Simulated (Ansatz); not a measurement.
Working through a check of PAW against all-electron LAPW of CdTe, space group F-43m

Program: the Ansatz DFT code, driven from Python.

The cells in order, each with its output:

```python
import ansatz as az
import numpy as np
```

```python
OCCUPATIONS = "fixed"
XC = "pbesol"


def count_gap(report):
    # lowest empty less highest filled band, counting bands; zero where they overlap
    return max(report.get("gap_by_band_count_ev") or 0.0, 0.0)
```

```python
vectors = np.array([
    [0.0, 3.205, 3.205],
    [3.205, 0.0, 3.205],
    [3.205, 3.205, 0.0],
])
xtal = (
    az.Lattice.of(vectors)
    .atom("Cd", (0.0, 0.0, 0.0))
    .atom("Te", (0.25, 0.25, 0.25))
)

xtal.resolved().sites[-1]
```

    Site(symbol='Te', position=(0.25, 0.25, 0.25), moment=None, axis=None, held=None, saved=None)

```python
base = xtal.calculation().kpoints(6).occupations(OCCUPATIONS).functional(XC).stress().forces().band_table()
variants = {
    "PAW": base.pseudopotentials("paw"),
    "LAPW": base.pseudopotentials("all_electron", lapw=True),
}
# totals differ by the cores that each treatment holds, so compare what does not depend on them
rows = []
for label, variant in variants.items():
    r = variant.run(threads=1, backend="cpu").report
    levels = np.array(r["eigenvalues_ev"][0]) - r["fermi_energy_ev"]
    print(label, "levels at the first k-point near E_F:", np.round(levels[np.abs(levels) < 5], 3))
    rows.append((label, r["n_electrons"], np.trace(r["stress_gpa"]) / 3, count_gap(r)))
print("     treatment  electrons in bands           P GPa  gap by band count eV")
for row in rows:
    print(f"{str(row[0]):>14s}  {row[1]:18.1f}  {row[2]:14.3f}  {row[3]:20.3f}")
```

    DeckWarning: basis.ecutwfc = 420 eV, auto-derived from the records' recommended cutoffs: set by Cd (normal level)
    PAW levels at the first k-point near E_F: [-0.    -0.     0.     0.755  4.541  4.541  4.541]
    LAPW levels at the first k-point near E_F: [-0.    -0.     0.     0.756  4.54   4.54   4.54 ]
         treatment  electrons in bands           P GPa  gap by band count eV
               PAW                36.0           1.687                 0.755
              LAPW                54.0           1.698                 0.756

PAW gives 1.687 GPa and LAPW 1.698 GPa, 0.011 GPa apart. They took 1.9 and 11.7 s of processor time.

Semilocal gaps usually lie well under measured ones. The computed bands are complete only to about 4.5 eV above the Fermi level. With fixed filling the reported Fermi level is the top filled level among the k-points of the SCF. Of the deposited cell: the entry's cell lengths or inner coordinates differ somewhat from later room-temperature determinations. The starting cell is as deposited in a crystallographic database; the results hold for this polymorph, which needn't be the stable one. Levels are Kohn-Sham eigenvalues on this mesh, without spin-orbit coupling. Warnings are shown shortened and without file and line. Pressure is positive in compression; the treatments may keep other shells as core, so totals and counts of electrons can differ. Hardware and time: 14 s on 1 thread of Intel(R) Xeon(R) Processor @ 2.30GHz (shared host), peak memory 0.59 GiB.
